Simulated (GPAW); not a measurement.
# Al2Pt (Fm-3m) in GPAW: single point with PBE

Aim: the single point of Al2Pt with PBE.

All numbers are computed with GPAW 26.7.0; they aren't measurements. Logs are shortened: lines on timing, memory, paths and dates and some standing lists are left out, and cuts for length are marked. The log counts tension as positive stress, the text compression.

## (1) Starting point

Symmetry: Fm-3m, No. 225, cubic system. The conventional cell has a = 5.910 Å, b = 5.910 Å, c = 5.910 Å, α = 90.00°, β = 90.00°, γ = 90.00°. Pt (site symmetry m-3m) is surrounded by 8 Al at 2.56 Å. Al (site symmetry -43m) is surrounded by 4 Pt at 2.56 Å.

## (2) Single point, PBE

run.py reads:

```python
from ase.dft.bandgap import bandgap
from ase.io import read, write
from ase.units import GPa
from gpaw import GPAW, PW

atoms = read('Al2Pt.xyz')

calc = GPAW(mode=PW(400),
            xc='PBE',
            kpts={'size': (6, 6, 6), 'gamma': True},
            occupations={'name': 'fermi-dirac', 'width': 0.05},
            nbands=23,
            maxiter=120,
            txt='gpaw.txt')
atoms.calc = calc
energy = atoms.get_potential_energy()
forces = atoms.get_forces()
stress = atoms.get_stress()
calc.write('gs.gpw')
write('result.traj', atoms)
print(f'Energy: {energy:.6f} eV')
print('Forces (eV/A):')
print(forces.round(4))
print('Stress (GPa):', (stress / GPa).round(3))
print('Fermi level:', round(calc.get_fermi_level(), 4), 'eV')
print(f'Gap: {bandgap(calc)[0]:.4f} eV, direct: {bandgap(calc, direct=True)[0]:.4f} eV')
```

Al2Pt.xyz reads:

```xyz
3
Lattice="0.0000000000 2.9550000000 2.9550000000 2.9550000000 0.0000000000 2.9550000000 2.9550000000 2.9550000000 0.0000000000" Properties=species:S:1:pos:R:3 pbc="T T T"
Pt     0.0000000000      0.0000000000      0.0000000000
Al     4.4325000000      4.4325000000      4.4325000000
Al     1.4775000000      1.4775000000      1.4775000000
```

Potentials or basis: GPAW PAW data sets (gpaw-data 1.2.1), pw.

On the command line:

```bash
$ OMP_NUM_THREADS=1 python run.py
```

gpaw.txt:

```text
__  _  _
 | _ |_)|_||  |
 |__||  | ||/\| - 26.7.0

Input parameters:
  mode=PW(ecut=400.0),
  kpts=MonkhorstPack(size=(6, 6, 6), gamma=True),
  maxiter=120,
  nbands=23,
  occupations=Occupations(name='fermi-dirac', width=0.05),
  xc=XC(name='PBE')

Diagonalizing LCAO Hamiltonian
Converting LCAO to pw mode

                     Al

            Al

       Pt

Atoms  # Å, Bohr magnetons
|   | symbol |        x |        y |        z |    initial magnetic moments |
|---|--------|----------|----------|----------|-----------------------------|
| 0 |     Pt | 0.000000 | 0.000000 | 0.000000 | ( 0.0000,  0.0000,  0.0000) |
| 1 |     Al | 4.432500 | 4.432500 | 4.432500 | ( 0.0000,  0.0000,  0.0000) |
| 2 |     Al | 1.477500 | 1.477500 | 1.477500 | ( 0.0000,  0.0000,  0.0000) |

Unit cell  # Å
| periodic |        x |        y |        z |  lengths |    angles |
|----------|----------|----------|----------|----------|-----------|
|      yes | 0.000000 | 2.955000 | 2.955000 | 4.179001 | 60.000000 |
|      yes | 2.955000 | 0.000000 | 2.955000 | 4.179001 | 60.000000 |
|      yes | 2.955000 | 2.955000 | 0.000000 | 4.179001 | 60.000000 |

Number of symmetries: 48
Symmetry operations  # r_c * U_cc + t_c -> r_c
|    | kind |            matrix            |
|----|------|------------------------------|
|  0 |  σ   |  1, 0, 0,  1, 0,-1,  1,-1, 0 |
|  1 |  C2  |  1, 0, 0,  1,-1, 0,  1, 0,-1 |
|  2 |  E   |  1, 0, 0,  0, 1, 0,  0, 0, 1 |
|  3 |  σ   |  1, 0, 0,  0, 0, 1,  0, 1, 0 |
|  4 |  C4  |  1, 0,-1,  1, 0, 0,  1,-1, 0 |
|  5 |  S6  |  1, 0,-1,  1,-1, 0,  1, 0, 0 |
|  6 |  σ   |  1, 0,-1,  0, 1,-1,  0, 0,-1 |
|  7 |  C3  |  1, 0,-1,  0, 0,-1,  0, 1,-1 |
|  8 |  S6  |  1,-1, 0,  1, 0, 0,  1, 0,-1 |
|  9 |  C4  |  1,-1, 0,  1, 0,-1,  1, 0, 0 |
| 10 |  C3  |  1,-1, 0,  0,-1, 1,  0,-1, 0 |
| 11 |  σ   |  1,-1, 0,  0,-1, 0,  0,-1, 1 |
| 12 |  σ   |  0, 1, 0,  1, 0, 0,  0, 0, 1 |
| 13 |  C4  |  0, 1, 0,  0, 1,-1, -1, 1, 0 |
| 14 |  C3  |  0, 1, 0,  0, 0, 1,  1, 0, 0 |
| 15 |  S6  |  0, 1, 0, -1, 1, 0,  0, 1,-1 |
| 16 |  C2  |  0, 1,-1,  1, 0,-1,  0, 0,-1 |
| 17 |  σ   |  0, 1,-1,  0, 1, 0, -1, 1, 0 |
| 18 |  S4  |  0, 1,-1,  0, 0,-1,  1, 0,-1 |
| 19 |  C4  |  0, 1,-1, -1, 1, 0,  0, 1, 0 |
| 20 |  C3  |  0, 0, 1,  1, 0, 0,  0, 1, 0 |
| 21 |  σ   |  0, 0, 1,  0, 1, 0,  1, 0, 0 |
| 22 |  S6  |  0, 0, 1,  0,-1, 1, -1, 0, 1 |
| 23 |  C4  |  0, 0, 1, -1, 0, 1,  0,-1, 1 |
| 24 |  S4  |  0, 0,-1,  1, 0,-1,  0, 1,-1 |
| 25 |  C3  |  0, 0,-1,  0, 1,-1,  1, 0,-1 |
| 26 |  C2  |  0, 0,-1,  0,-1, 0, -1, 0, 0 |
| 27 |  S6  |  0, 0,-1, -1, 0, 0,  0,-1, 0 |
| 28 |  S4  |  0,-1, 1,  1,-1, 0,  0,-1, 0 |
| 29 |  C4  |  0,-1, 1,  0, 0, 1, -1, 0, 1 |
| 30 |  C2  |  0,-1, 1,  0,-1, 0,  1,-1, 0 |
| 31 |  σ   |  0,-1, 1, -1, 0, 1,  0, 0, 1 |
| 32 |  C3  |  0,-1, 0,  1,-1, 0,  0,-1, 1 |
| 33 |  S6  |  0,-1, 0,  0, 0,-1, -1, 0, 0 |
| 34 |  S4  |  0,-1, 0,  0,-1, 1,  1,-1, 0 |
| 35 |  C2  |  0,-1, 0, -1, 0, 0,  0, 0,-1 |
| 36 |  C2  | -1, 1, 0,  0, 1, 0,  0, 1,-1 |
| 37 |  S6  | -1, 1, 0,  0, 1,-1,  0, 1, 0 |
| 38 |  S4  | -1, 1, 0, -1, 0, 1, -1, 0, 0 |
| 39 |  C3  | -1, 1, 0, -1, 0, 0, -1, 0, 1 |
| 40 |  S6  | -1, 0, 1,  0, 0, 1,  0,-1, 1 |
| 41 |  C2  | -1, 0, 1,  0,-1, 1,  0, 0, 1 |
| 42 |  C3  | -1, 0, 1, -1, 1, 0, -1, 0, 0 |
| 43 |  S4  | -1, 0, 1, -1, 0, 0, -1, 1, 0 |
| 44 |  C2  | -1, 0, 0,  0, 0,-1,  0,-1, 0 |
| 45 |  i   | -1, 0, 0,  0,-1, 0,  0, 0,-1 |
| 46 |  σ   | -1, 0, 0, -1, 1, 0, -1, 0, 1 |
| 47 |  C2  | -1, 0, 0, -1, 0, 1, -1, 1, 0 |

BZ-sampling:
  Number of BZ points: 216
[... 65 lines left out ...]
    |    s |        |      21.583 |    1.307 |
    |    d |        |      21.058 |    1.307 |

    Using partial waves for Pt as LCAO basis

  Al:
    name:    Aluminium
    Z:       13.0
    valence: 3
    core:    10
    charge:  0.0  # [|e|]
    compensation charges:
      type: gauss
      rc: 0.34  # [Å]
      lmax: 2
    cutoffs:
      filter: 1.91  # [Å]
      core: 2.36  # [Å]
    projectors
    | kind |    occ | energy [eV] | rcut [Å] |
    |------|--------|-------------|----------|
    |   3s |  2.000 |      -7.753 |    1.085 |
    |   3p |  1.000 |      -2.712 |    1.085 |
    |    s |        |      19.459 |    1.085 |
    |    p |        |      24.499 |    1.085 |
    |    d |        |       0.000 |    1.085 |

    Using partial waves for Al as LCAO basis

Reference energy: -513582.209297  # eV

eigensolver:
  PPCG
  Converge bands: occupied
  niter=2

density mixing:
  MSR1-Mixer
  Pratt-step length: 0.05
  Maximum mixing coefficient: 0.75
  Old densities: 10
  SVD Regularization: 0.005
  Good broyden scale: 1.0
  Trust region scale: 1.0
  Backstep threshold: 4.0
  History deletion threshold: 6.0
  Fourier metric: weight=20.0, sigma=0.015

occupation numbers:
  Fermi-Dirac:
    width: 0.0500  # eV

poisson solver:
  ecut: 3200.0  # eV

xc functional:
  name: PBE with 2 nearest neighbor stencil

convergence criteria:
- Maximum [total energy] change in last 3 cyles: 0.0005 eV / valence electron
- Maximum integral of absolute [dens]ity change: 0.0001 electrons / valence electron
- Maximum integral of absolute [eigenst]ate change: 4e-08 eV^2 / valence electron
maximum number of iterations: 120

SCF iterations
|iter     | |      energy | eigst |  dens |
|---------|-|-------------|-------|-------|
|iter:   1| |  -17.274542 | +0.28 |       |
|iter:   2| |  -17.029105 | -2.24 | -0.98 |
|iter:   3| |  -16.491120 | -1.80 | -1.04 |
|iter:   4| |  -16.465484 | -3.18 | -1.47 |
|iter:   5| |  -16.457979 | -3.32 | -1.78 |
|iter:   6| |  -16.458249c| -4.57 | -2.60 |
|iter:   7| |  -16.458319c| -5.07 | -3.07 |
|iter:   8| |  -16.458320c| -7.00 | -4.00c|
|iter:   9| |  -16.458320c| -7.24 | -4.27c|
|iter:  10| |  -16.458320c| -8.49c| -5.57c|

Converged in 10 steps
Energy contributions relative to reference atoms: (reference = -513582.209297)

Energy contributions:
  Kinetic:           2.389904
  Coulomb:          -2.312138
  Zero:             -0.388830
  External:          0.000000
  Xc:              -16.144271
  Entropy:          -0.005969
  Spinorbit:         0.000000
  ----------------------------
  Free energy:     -16.461305
  Extrapolated:    -16.458320

dipole moment: (-20.509313, -20.509313, -20.509313)  # |e|*Ang

Fermi level: 7.658
Eigenvalues  # (at kpt = [0.000, 0.000, 0.000])
| band index |      eig [eV] | occ [0-2] |
|------------|---------------|-----------|
|          0 |       -45.597 |     2.000 |
|          1 |       -45.597 |     2.000 |
|          2 |       -45.597 |     2.000 |
|          3 |        -2.576 |     2.000 |
|          4 |         2.582 |     2.000 |
|          5 |         2.582 |     2.000 |
[... 9 lines left out ...]
|         15 |        13.010 |     0.000 |
|         16 |        13.985 |     0.000 |
|        ... |               |           |
|         22 |        20.322 |     0.000 |

No gap
No difference between direct/indirect transitions

Forces  # eV/Ang
|        x |       y |        z |
|----------|---------|----------|
| -0.00000 | 0.00000 | -0.00000 |  # Pt   0
| -0.00000 | 0.00000 |  0.00000 |  # Al   1
|  0.00000 | 0.00000 | -0.00000 |  # Al   2

Stress tensor  # eV/Ang^3
|         x |         y |         z |
|-----------|-----------|-----------|
| -0.013257 | -0.000000 |  0.000000 |
| -0.000000 | -0.013257 |  0.000000 |
|  0.000000 |  0.000000 | -0.013257 |

# Writing to gs.gpw (mode='')
```

Run time: 6.8 s. Hardware: 1 thread of Arm Neoverse V2, shared host; peak memory 0.14 GiB.

These settings aren't checked as converged: the numbers below hold their error.

What came out:

* Free energy: -16.4613 eV
* Pressure: 2.1 GPa
* Band gap on the k mesh: none (metal or under the smearing width)

Caveat: the cutoff is short for stress and forces, so pressures can be off by a GPa or more.
